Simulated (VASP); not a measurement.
# Fe (Fmmm) in VASP: notebook

One crystal, Fe, is run at these levels: PBEsol; tasks: single point.

Program: VASP 6.6.1. These are calculated values, not measurements. Logs are shortened: lines on timing, memory, paths and dates and some standing lists are left out, and cuts for length are marked.

## (1) The crystal as given

It takes space group Fmmm (No. 69, orthorhombic). The conventional cell has a = 2.997 Å, b = 3.883 Å, c = 3.930 Å, α = 90.00°, β = 90.00°, γ = 90.00°. Around Fe (site symmetry mmm) lie 12 Fe at 2.45 to 2.76 Å.

## (2) Single point, PBEsol, collinear spin, ferromagnetic start

The input, INCAR:

```
SYSTEM = Fe
ADDGRID = .False.
ALGO = Normal
EDIFF = 1E-6
ENCUT = 350
GGA = PS
ISIF = 2
ISMEAR = -1
ISPIN = 2
LASPH = .True.
LCHARG = .False.
LMAXMIX = 4
LORBIT = 11
LREAL = .False.
LWAVE = .False.
MAGMOM = 3
NELM = 100
PREC = Accurate
SIGMA = 0.15
```

The input, KPOINTS:

```
k-points
0
Gamma
  12 12 12
  0 0 0
```

The input, POSCAR:

```
Fe
1.0
    0.0000000000      1.9417396906      1.9651051623
    1.4984397099      0.0000000000      1.9651051623
    1.4984397099      1.9417396906      0.0000000000
Fe
1
Direct
    0.0000000000      0.0000000000      0.0000000000
```

Potentials or basis: VASP PAW PBE potentials, release 64 (Fe).

Launch:

```bash
> cat potpaw_PBE.64/Fe/POTCAR > POTCAR
> mpirun -np 1 vasp_std > vasp.out
```

OUTCAR:

```text
SYSTEM = Fe
   EDIFF = 1E-6
   ENCUT = 350
   GGA = PS
   ISIF = 2
   ISMEAR = -1
   ISPIN = 2
   LASPH = .True.
   LORBIT = 11
   LREAL = .False.
   NELM = 100
   PREC = Accurate

 Found    280 irreducible k-points:

 Following reciprocal coordinates:
            Coordinates               Weight
  0.000000  0.000000  0.000000      1.000000
  0.083333 -0.000000 -0.000000      8.000000
  0.166667 -0.000000 -0.000000      8.000000
  0.250000 -0.000000 -0.000000      8.000000
  0.333333 -0.000000  0.000000      8.000000
  0.416667 -0.000000 -0.000000      8.000000
   k-points           NKPTS =    280   k-points in BZ     NKDIM =    280   number of bands    NBANDS=     10
   number of dos      NEDOS =    301   number of ions     NIONS =      1
   total plane-waves  NPLWV =   4608
   dimension x,y,z NGX =    18 NGY =   16 NGZ =   16
   dimension x,y,z NGXF=    36 NGYF=   32 NGZF=   32
   ions per type =               1
   NGX,Y,Z   is equivalent  to a cutoff of  10.83, 10.76, 10.84 a.u.
   NGXF,Y,Z  is equivalent  to a cutoff of  21.66, 21.53, 21.69 a.u.
 SYSTEM =  Fe
   PREC   = accura    normal or accurate (medium, high low for compatibility)
   ISTART =      0    job   : 0-new  1-cont  2-samecut
   ICHARG =      2    charge: 1-file 2-atom 10-const
   ISPIN  =      2    spin polarized calculation?
   LNONCOLLINEAR =      F non collinear calculations
   LSORBIT =      F    spin-orbit coupling
   LASPH  =      T    aspherical Exc in radial PAW
   ENCUT  =  350.0 eV  25.72 Ry    5.07 a.u.   4.21  3.77  3.74*2*pi/ulx,y,z
   NELM   =    100;   NELMIN=  2; NELMDL= -5     # of ELM steps
   EDIFF  = 0.1E-05   stopping-criterion for ELM
   LREAL  =      F    real-space projection
   EDIFFG = 0.1E-04   stopping-criterion for IOM
   NSW    =      0    number of steps for IOM
   IBRION =     -1    ionic relax: 0-MD 1-quasi-New 2-CG
   NFREE  =      0    steps in history (QN), initial steepest desc. (CG)
   ISIF   =      2    stress and relaxation
   ISYM   =      2    0-nonsym 1-usesym 2-fastsym
   POTIM  = 0.5000    time-step for ionic-motion
   TEBEG  =    0.0;   TEEND  =   0.0 temperature during run
   PSTRESS=    0.0 pullay stress
   NELECT =       8.0000    total number of electrons
   NUPDOWN=      -1.0000    fix difference up-down
   EMIN   =  10.00;   EMAX   =-10.00  energy-range for DOS
   EFERMI =   0.00;   METHOD = LEGACY
   ISMEAR =    -1;   SIGMA  =   0.15  broadening in eV -4-tet -1-fermi 0-gaus
   EFERMI_NEDOS =   21; number of points for ismear=-14 and -15
   IALGO  =     38    algorithm
   IMIX   =      4    mixing-type and parameters
     AMIX     =   0.40;   BMIX     =  1.00
     AMIX_MAG =   1.60;   BMIX_MAG =  1.00
  volume/ion in A,a.u.               =      11.44        77.17
  Fermi-wavevector in a.u.,A,eV,Ry     =   1.453303  2.746344 28.736719  2.112089
  Thomas-Fermi vector in A             =   2.570585
   LORBIT       =     11    0 simple, 1 ext, 2 COOP (PROOUT), +10 PAW based schemes
   GGA     = PS    functional components
   LHFCALC =     F    Hartree Fock is set to
   AEXX    =    0.0000 exact exchange contribution
   IVDW    =     0    specifies the selected vdW correction
   LEPSILON=     F    determine dielectric tensor
   LRPA    =     F    only Hartree local field effects (RPA)
 spin polarized calculation
  energy-cutoff  :      350.00
  volume of cell :       11.44
 maximum number of plane-waves:       180
 NGX is ok and might be reduce to    18
   NGX =  9   NGY =  7   NGZ =  7

 number of electron       7.9999995 magnetization       2.2042626

 Free energy of the ion-electron system (eV)
  ---------------------------------------------------
  ext. energy  EPLUGINS =         0.00000000
  ---------------------------------------------------
  free energy    TOTEN  =        -8.92281443 eV

  energy without entropy =       -8.84928926  energy(sigma->0) =       -8.88605184

 E-fermi :   5.6545     XC(G=0): -13.2419

 val. band max:        5.6526091090   @ k =   0.0000   0.0000   0.0000
 cond. band min:       5.6553807545   @ k =  -0.1667   0.4167   0.3333
 fundamental gap:      0.0027716456
 Fermi energy:         5.6544827872

 spin component 1

 k-point     1 :       0.0000    0.0000    0.0000
  band No.  band energies     occupation
      1      -2.8858      1.00000
      2       3.1555      1.00000
      3       3.2487      1.00000
      4       3.5889      1.00000
      5       4.3224      0.99986
      6       4.7166      0.99808
      7      29.3816      0.00000
      8      30.8588      0.00000
      9      31.1208      0.00000
     10      35.0689      0.00000

 k-point     2 :       0.0833   -0.0000   -0.0000
  band No.  band energies     occupation
      1      -2.6073      1.00000
      2       3.1693      1.00000
      3       3.2572      1.00000
      4       3.6407      1.00000
      5       4.2802      0.99990
      6       4.6851      0.99844
      7      28.1910      0.00000
      8      29.9830      0.00000
      9      30.7740      0.00000
     10      34.1128      0.00000

 k-point     3 :       0.1667   -0.0000   -0.0000
  band No.  band energies     occupation
      1      -1.8130      1.00000
      2       3.1070      1.00000
      3       3.1638      1.00000
      4       3.9743      0.99999
      5       4.2142      0.99993
      6       4.6377      0.99886
      7      24.7326      0.00000
      8      28.6951      0.00000
      9      30.2655      0.00000
     10      33.0381      0.00000

 k-point     4 :       0.2500   -0.0000   -0.0000
  band No.  band energies     occupation
      1      -0.6747      1.00000
      2       2.8920      1.00000
      3       3.1041      1.00000
      4       4.2308      0.99992
      5       4.5549      0.99935
      6       4.6414      0.99884
      7      20.8469      0.00000
      8      27.0947      0.00000
      9      29.5896      0.00000
     10      30.8764      0.00000

 k-point     5 :       0.3333   -0.0000    0.0000
  band No.  band energies     occupation
      1       0.3154      1.00000
      2       2.6568      1.00000
      3       3.5328      1.00000
      4       4.2976      0.99988
      5       4.7233      0.99799
      6       5.2057      0.95220
      7      17.1489      0.00000
      8      25.6891      0.00000
      9      28.2424      0.00000
     10      29.9143      0.00000

 k-point     6 :       0.4167   -0.0000   -0.0000
  band No.  band energies     occupation
      1       0.6631      1.00000
      2       2.4867      1.00000
      3       4.2271      0.99993
      4       4.7701      0.99726
      5       4.9939      0.98792
      6       5.7241      0.38607
      7      14.0553      0.00000
      8      24.7626      0.00000
      9      27.0077      0.00000
     10      29.6322      0.00000

 [... further k-points ...]

 spin component 2

 k-point     1 :       0.0000    0.0000    0.0000
  band No.  band energies     occupation
      1      -2.6215      1.00000
      2       5.0297      0.98471
      3       5.1654      0.96304
      4       5.6526      0.50312
      5       6.8514      0.00034
      6       7.4478      0.00001
      7      29.2710      0.00000
      8      30.7999      0.00000
      9      31.0922      0.00000
     10      35.5023      0.00000

 k-point     2 :       0.0833   -0.0000   -0.0000
  band No.  band energies     occupation
      1      -2.3415      1.00000
      2       5.0401      0.98363
      3       5.1727      0.96129
      4       5.6984      0.42740
      5       6.7940      0.00050
      6       7.4081      0.00001
      7      28.3421      0.00000
      8      29.9912      0.00000
      9      30.8378      0.00000
     10      34.6768      0.00000

 k-point     3 :       0.1667   -0.0000   -0.0000
  band No.  band energies     occupation
      1      -1.5349      1.00000
      2       4.9694      0.98972
      3       5.0572      0.98169
      4       6.0298      0.07570
      5       6.6859      0.00103
      6       7.3430      0.00001
      7      25.2476      0.00000
      8      28.7860      0.00000
      9      30.5396      0.00000
     10      33.8072      0.00000

 k-point     4 :       0.2500   -0.0000   -0.0000
  band No.  band energies     occupation
      1      -0.3255      1.00000
      2       4.7638      0.99737
      3       4.8368      0.99573
      4       6.6560      0.00126
      5       6.6612      0.00122
      6       7.3250      0.00001
      7      21.5878      0.00000
      8      27.2433      0.00000
      9      30.1224      0.00000
     10      31.5152      0.00000

 k-point     5 :       0.3333   -0.0000    0.0000
  band No.  band energies     occupation
      1       0.9694      1.00000
      2       4.4977      0.99955
      3       4.8518      0.99528
      4       6.7120      0.00087
      5       7.3666      0.00001
      6       7.3878      0.00001
      7      18.0950      0.00000
      8      25.8320      0.00000
      9      28.9372      0.00000
     10      30.4445      0.00000

 k-point     6 :       0.4167   -0.0000   -0.0000
  band No.  band energies     occupation
      1       1.7805      1.00000
      2       4.3010      0.99988
      3       5.4736      0.76957
      4       6.7517      0.00067
      5       7.4636      0.00001
      6       7.9623      0.00000
      7      15.2607      0.00000
      8      24.8840      0.00000
      9      27.6455      0.00000
     10      30.2256      0.00000

 [... further k-points ...]

------------------------ aborting loop because EDIFF is reached ----------------------------------------

  FORCE on cell =-STRESS in cart. coord.  units (eV):
  Direction    XX          YY          ZZ          XY          YZ          ZX
  --------------------------------------------------------------------------------------
  -------------------------------------------------------------------------------------
  Total       -1.0811874     -0.4563427     -0.6018962      0.0000000      0.0000000      0.0000000
  in kB     -151.4835593    -63.9374955    -84.3307817      0.0000000      0.0000000      0.0000000
  external PRESSURE =     -99.9172788 kB  Pullay stress =       0.0000000 kB

 VOLUME and BASIS-vectors are now :
 -----------------------------------------------------------------------------
  energy-cutoff  :      350.00
  volume of cell :       11.44
      direct lattice vectors                 reciprocal lattice vectors
     0.000000000  1.941739691  1.965105162    -0.333680426  0.257501045  0.254439309
     1.498439710  0.000000000  1.965105162     0.333680426 -0.257501045  0.254439309
     1.498439710  1.941739691  0.000000000     0.333680426  0.257501045 -0.254439309

 POSITION                                       TOTAL-FORCE (eV/Angst)
 -----------------------------------------------------------------------------------
      0.00000      0.00000      0.00000         0.000000      0.000000      0.000000
 -----------------------------------------------------------------------------------
    total drift:                                0.000000      0.000000     -0.000000

  FREE ENERGIE OF THE ION-ELECTRON SYSTEM (eV)
  ---------------------------------------------------
  free  energy   TOTEN  =        -8.9228144280 eV

  energy  without entropy=       -8.8492892585  energy(sigma->0) =       -8.88605184

 total charge

# of ion       s       p       d       tot
------------------------------------------
    1        0.489   0.540   6.226   7.255

 magnetization (x)

# of ion       s       p       d       tot
------------------------------------------
    1       -0.013  -0.048   2.253   2.192
```

Wall time 40 s (1 thread of Intel Xeon Platinum 8259CL at 2.50GHz (Skylake/Cascade Lake), shared host); peak memory 0.14 GiB.

The run converged, but some of its settings lie outside the range that counts as converged, so its numbers aren't taken as properties of the crystal.

What came out:

```
Free energy                                           : -8.9228 eV
Pressure                                              : -10.0 GPa
Band gap on the k mesh                                : none (metal or under the smearing width)
Net moment                                            : 2.20 μB per cell
Site moments                                          : Fe +2.19 μB
Valence electrons inside the program's atomic spheres : Fe 7.25
```

Caveat: the PAW data sets were made with another functional, which shifts forces and pressure a little.

## (3) Single point, PBEsol, collinear spin, ferromagnetic start

INCAR: that of step 2 with these lines changed.

```diff
@@ -4,3 +4,3 @@
 EDIFF = 1E-6
-ENCUT = 350
+ENCUT = 700
 GGA = PS
```

The input, KPOINTS:

```
k-points
0
Gamma
  9 9 9
  0 0 0
```

POSCAR is that of step 2.

Potentials or basis: VASP PAW PBE potentials, release 64 (Fe).

Launch:

```bash
> cat potpaw_PBE.64/Fe/POTCAR > POTCAR
> mpirun -np 1 vasp_std > vasp.out
```

Wall time 28 s (1 thread of Intel Xeon Platinum 8259CL at 2.50GHz (Skylake/Cascade Lake), shared host); peak memory 0.17 GiB.

These settings aren't checked as converged: the numbers below hold their error.

What came out:

| Quantity | Value |
| --- | --- |
| Free energy | -8.9187 eV |
| Pressure | -10.1 GPa |
| Band gap on the k mesh | none (metal or under the smearing width) |
| Net moment | 2.19 μB per cell |
| Site moments | Fe +2.18 μB |
| Valence electrons inside the program's atomic spheres | Fe 7.26 |

Caveat: the PAW data sets were made with another functional, which shifts forces and pressure a little.

(Continued in part 2 of 2.)
